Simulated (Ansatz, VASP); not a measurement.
# SiGe2: VASP beside Ansatz, part 2 of 2

One calculation is typed for both programs; each brings its own data sets. How far apart do they land? The cell is generated by rule, not measured, and may not be a known phase. The cell is taken from a series of runs on this material, whose earlier steps may have relaxed, scaled, displaced or heated it; both programs get it as it stands.

VASP 6.6.1 and Ansatz 0.2.0.

So far. Step 2 (VASP: single point, r2SCAN): The run ends at a pressure of -2.05 GPa, with forces up to 1.7 eV/Å.

The structure was built from a prototype and need not be the compound's stable phase.

### Step 3. Ansatz: single point, r2SCAN

Level of this step: Ansatz beside VASP: Kohn-Sham DFT, plane waves, r2SCAN (Ansatz).

Ansatz runs on its default PAW (the set named soft_2) files.

The same cell, functional, mesh and smearing now go to Ansatz, which takes its cutoff from its data sets.

Input file input.yaml:

```yaml
crystal:
  lattice:
    - [-5.2880224348, 0.0, 0.0]
    - [0.0, -5.2880224348, -5.2880224348]
    - [0.0, -5.2880224348, 5.2880224348]
  atoms:
    - { symbol: Si, position: [1.0, 0.9810246784, -0.0189753216] }
    - { symbol: Si, position: [1.0, 0.5189753216, 0.5189753216] }
    - { symbol: Si, position: [0.5, -0.0189753216, 0.5189753216] }
    - { symbol: Si, position: [0.5, 0.5189753216, -0.0189753216] }
    - { symbol: Ge, position: [0.75, 0.25, 0.4398266449] }
    - { symbol: Ge, position: [0.75, 0.75, 0.0601733551] }
    - { symbol: Ge, position: [0.25, 0.0601733551, 0.25] }
    - { symbol: Ge, position: [0.25, 0.4398266449, 0.75] }
    - { symbol: Ge, position: [0.25, 0.0601733551, 0.75] }
    - { symbol: Ge, position: [0.25, 0.4398266449, 0.25] }
    - { symbol: Ge, position: [0.75, 0.75, 0.4398266449] }
    - { symbol: Ge, position: [0.75, 0.25, 0.0601733551] }
kpoints:
  mp_grid: { grid: [8, 6, 6] }
hamiltonian:
  xc: r2scan
scf:
  occupations: { method: methfessel_paxton, width: 0.2 }
output:
  forces: true
  stress: true
  eigenvalues: true
```

The run is started by

```bash
$ ansatz run input.yaml --threads 8 --pin off --max-ram 14336MiB --backend cpu --events-out ev --progress --plain --runs-dir out
```

Numbers of over 12 decimals in the logs are rounded to 6 here.

The log of the run:

```text
Engine: ansatz 0.2.0, aarch64-unknown-linux-gnu
Pseudopotentials: kind: paw
Pseudopotential: Si, paw, valence charge 4, recommended cutoff 500 eV (meta_gga), Si.paw.azcp
Pseudopotential: Ge, paw, valence charge 14, recommended cutoff 500 eV (meta_gga), Ge.paw.azcp
Functional definition: r2SCAN
  parameter k0 = 0.174
  parameter k1 = 0.065
  parameter a1 = 4.9479
  exchange = r2scan_x(k0 = k0, k1 = k1, a1 = a1)
  correlation = r2scan_c
Crystal: 12 atoms, lattice volume = 295.740 Å³
Basis set: ecut = 500 eV, 7467 PW (Γ), exchange–correlation on 160×240×240 points (64 copies of the dense FFT grid, shifted against one another)
Bands: 77, of which v1, the nominal top of the filled ones, is band 64 counted from 1 (63 counted from 0)
Symmetry: 8 space group operations
Space group: P4222 (ITA 93), of the structure as read, at distance tolerance 6.7e-5 Å
k-points: 50 of 288 (time reversal used)
Non-local potential: Si, projectors of the file, l = 0: 2, l = 1: 2, l = 2: 2
Non-local potential: Ge, projectors of the file, l = 0: 2, l = 1: 2, l = 2: 3, l = 3: 1
PAW form: soft (Blöchl's): semilocal exchange-correlation on the pseudo side does not see the compensation charge
PAW frozen core: Si, regenerated for the run's functional (the file was generated under x = pbe(κ = 0.804, μ = 0.219515), c = pbe(β = 0.066725))
PAW frozen core: Ge, regenerated for the run's functional (the file was generated under x = pbe(κ = 0.804, μ = 0.219515), c = pbe(β = 0.066725))
PAW one-centre angular grid: Si, 302 points (default); XC on 160 Gauss nodes
PAW one-centre angular grid: Ge, 590 points (default); XC on 160 Gauss nodes
Initial density: superposition of atomic densities (neutral atoms: chi_scale 0, normalization atom), corrected by the library's trained network
Initial wavefunctions: pseudopotential atomic-orbital guess
Functional: x = r2scan, c = r2scan; τ floored in thin density (d = 2e-4 eV/Å³)
SCF iter   1: F=—  HF=-36970.513929 eV  |F-HF|=—  |Δ(HF+E_count)|=         —  Δρ=7.36e-3  dr2=2.00e-1  dr2_τ=2.79e-2  ethr=1.77e-3  ⟨swp⟩=6.4  Hψ=14461  notcnv=0
preconditioner: auto → LDOS  [metal: Δε(μ)=0.007 eV  Ē_g=7.654 eV  σ=0.200 eV  W_gap=0.03  n_scr=62 (ndim 8)  ℏωp=15.0 eV  f_vac=0.017  D(μ)=4.03/eV (n_scr^D=18)  β→1.0]
SCF iter   2: F=—  HF=-36970.599454 eV  |F-HF|=—  |Δ(HF+E_count)|=   8.55e-2  S|Δr|=    0.00e0  Δρ=4.35e-3  dr2=1.02e-1  dr2_τ=6.75e-4  ethr=1.56e-4  ⟨swp⟩=2.0  Hψ=8114  notcnv=0  defer=187
SCF iter   3: F=—  HF=-36970.543366 eV  |F-HF|=—  |Δ(HF+E_count)|=   5.61e-2  S|Δr|=    0.00e0  Δρ=1.09e-3  dr2=2.15e-3  dr2_τ=4.07e-5  ethr=7.96e-5  ⟨swp⟩=2.0  Hψ=6875  notcnv=0  defer=187
SCF iter   4: F=—  HF=-36970.543242 eV  |F-HF|=—  |Δ(HF+E_count)|=   1.25e-4  S|Δr|=    0.00e0  Δρ=1.65e-4  dr2=8.43e-5  dr2_τ=1.20e-6  ethr=1.68e-6  ⟨swp⟩=2.0  Hψ=6934  notcnv=0  defer=187
SCF iter   5: F=—  HF=-36970.543270 eV  |F-HF|=—  |Δ(HF+E_count)|=   2.83e-5  S|Δr|=    0.00e0  Δρ=4.78e-5  dr2=1.45e-5  dr2_τ=1.08e-7  ethr=6.59e-8  ⟨swp⟩=2.0  Hψ=7058  notcnv=0  defer=33
SCF iter   6: F=—  HF=-36970.543271 eV  |F-HF|=—  |Δ(HF+E_count)|=   1.31e-6  S|Δr|=    0.00e0  Δρ=1.70e-5  dr2=1.30e-6  dr2_τ=1.59e-8  ethr=1.13e-8  ⟨swp⟩=2.0  Hψ=6884  notcnv=0  defer=33
SCF iter   7: F=-36970.543272 eV  HF=-36970.543272 eV  |F-HF|=7.17e-8  |Δ(HF+E_count)|=   7.78e-7  S|Δr|=    0.00e0  Δρ=4.10e-6  dr2=5.60e-8  dr2_τ=5.90e-10  ethr=7.81e-11  ⟨swp⟩=9.4  Hψ=19430  notcnv=0
SCF 1 converged in 7 iterations: F = -36970.543272 eV  dr2 = 5.60e-8
  greatest PAW one-centre occupation: 0.998 electrons in one spin orbital (limit 2), on the Ge atom at site 11 (counted from 0), in its partial waves of l = 2
SCF converged after 7 iterations
Stability not checked: this state was not tested for a lower state beside it, because cold or Methfessel-Paxton smearing, or corrected tetrahedra, fill the levels in a way that the test cannot read (fill_not_monotonic; see scf.lower_state_search)
Free energy (F): -36970.543272 eV
Harris-Foulkes:  -36970.543272 eV  (|F-HF|=7.17e-8)
Internal energy: -36970.548669 eV  (E = F + TS)
E sigma→0 (E₀):  -36970.544621 eV
Entropy (-TS):   0.005397 eV (0.450 meV/atom)
Fermi energy:    6.338672 eV
Step filling:    the computed levels leave a gap of 0.0022 eV = 0.0 smearing widths at the electron count; against every level under it full and every level over it empty, smearing changes F+E_penalty+E_count by -1.443 meV and its σ→0 estimate by -2.792 meV
--- Per-component energies (eV) ---
  E_band       = -1477.904897
  E_kinetic    = 1033.510125
  E_local      = -21719.767193  (includes V_loc(G=0)·N_el)
  E_nonlocal   = 3444.226617
  E_hartree    = 9520.778143
  E_xc         = -749.461394
  E_vxc        = -730.511695  (∫ρ·V_xc dr)
  E_paw        = -18334.875189  (= ΣΔE_a)
  E_vpaw       = -2586.053166  (= ΣTr[D̂ρ^β])
  E_aug_tail   = 0.000144  (compensation charges beyond the density's cutoff)
  E_vtau       = 39.137268  (kinetic-family band-sum trace: ∫τ·v_τ [+ j·A + Jᵃ·Aᵃ] dr)
  E_ewald      = -10155.968064
  E_core_change = -8.991858  (= ΣΔE_core)
  E_smearing   = 0.005397  (= −TS)
  E_closure    = 0.000000  (closes the sum)
  Σ components = -36970.543272   (vs F -36970.543272, Δ=0.00e0)
--- Forces (eV/Å), atoms counted from 1 ---
  atom   1  Si     0.00000000    -0.88227390     0.00000000
  atom   2  Si     0.00000000     0.88227390     0.00000000
  atom   3  Si     0.00000000     0.00000000    -0.88227390
  atom   4  Si     0.00000000     0.00000000     0.88227390
  atom   5  Ge     0.00000000     0.65963857    -0.65963857
  atom   6  Ge    -0.00000000    -1.22336972     1.22336972
  atom   7  Ge     0.00000000    -0.65963857    -0.65963857
  atom   8  Ge     0.00000000     1.22336972     1.22336972
  atom   9  Ge     0.00000000    -1.22336972    -1.22336972
  atom  10  Ge     0.00000000     0.65963857     0.65963857
  atom  11  Ge     0.00000000     1.22336972    -1.22336972
  atom  12  Ge     0.00000000    -0.65963857     0.65963857
  max |Σ_I F_I| component: 2.22e-16 eV/Å
--- Stress (GPa, compression-positive) ---
       -0.582789      -0.000000       0.000000
        0.000000      -2.767643       0.000000
        0.000000       0.000000      -2.767643
  P = ⅓ Tr σ = -2.0394 GPa (-20.394 kbar)
--- Band table (eV; the first three rows and the last of 50) ---
  k-point 0: bands = [... 60 lower, 4.6871, 4.6871, 5.8644, 6.3979, 7.4316, 7.5181, 7.5181, 7.6730, ... 9 higher]
  k-point 1: bands = [... 60 lower, 4.7678, 4.9728, 5.5635, 6.5552, 6.9477, 6.9900, 7.5019, 7.5836, ... 9 higher]
  k-point 2: bands = [... 60 lower, 4.8341, 5.2144, 5.3623, 6.0151, 6.2556, 7.2452, 7.3394, 7.4527, ... 9 higher]
  k-point 49: bands = [... 60 lower, 4.4685, 4.7109, 4.7109, 5.4355, 6.5661, 7.8802, 7.8802, 8.6451, ... 9 higher]
```

In the SCF lines HF is the Harris–Foulkes energy and dr2 the Hartree energy of the density residual, in eV; the loop may stop once dr2 is under the threshold and the program's other checks hold. Hψ counts applications of the Hamiltonian.

The run ends at a pressure of -2.04 GPa, with forces up to 1.7 eV/Å.

### Step 4. Comparison

Known differences besides the potentials themselves: VASP keeps PBE cores, Ansatz makes them for the functional; the cutoff is 500 eV in Ansatz and 550 eV in VASP. Total energies have different zeros and are not compared.

Compared:

| quantity | Ansatz | VASP | difference |
| --- | --- | --- | --- |
| pressure (GPa) | -2.04 | -2.05 | +0.01 |

Forces on 8 of the 12 atoms, those with the largest forces and the largest differences (eV/Å; atoms numbered as in POSCAR):

| atom | Ansatz x, y, z | VASP x, y, z |
| --- | --- | --- |
| Ge5 | 0.000, 0.660, -0.660 | 0.000, 0.662, -0.662 |
| Ge6 | 0.000, -1.223, 1.223 | 0.000, -1.224, 1.224 |
| Ge7 | 0.000, -0.660, -0.660 | 0.000, -0.662, -0.662 |
| Ge8 | 0.000, 1.223, 1.223 | 0.000, 1.224, 1.224 |
| Ge9 | 0.000, -1.223, -1.223 | 0.000, -1.224, -1.224 |
| Ge10 | 0.000, 0.660, 0.660 | 0.000, 0.662, 0.662 |
| Ge11 | 0.000, 1.223, -1.223 | 0.000, 1.224, -1.224 |
| Ge12 | 0.000, -0.660, 0.660 | 0.000, -0.662, 0.662 |

The forces differ by 1.6 meV/Å r.m.s., which is 0.2 % of the r.m.s. force of 0.719 eV/Å (both taken over all components).

### Step 5. What came out

```yaml
r_m_s_force_difference_single_point_r2scan: 0.23 % of the r.m.s. force
```

In words: The r.m.s. force difference is 0.23 % of the r.m.s. force (single point, r2SCAN), within the 3 % picked in this series as the mark of a large difference. How closely two codes agree says nothing of how well the functional describes the real material.

[Lines on the potential files, build, host, timing and source positions are cut from VASP's logs without a mark.]

[Logs are printed without paths, hosts, clocks, repeated set-up lines and the standing remarks that a program may print on its own settings, such as how far it seeks lower states.]

[Hosts, paths, dates, database ids (printed as entryN), source tags and the programs' standing remarks are cut or masked in the printed files.]
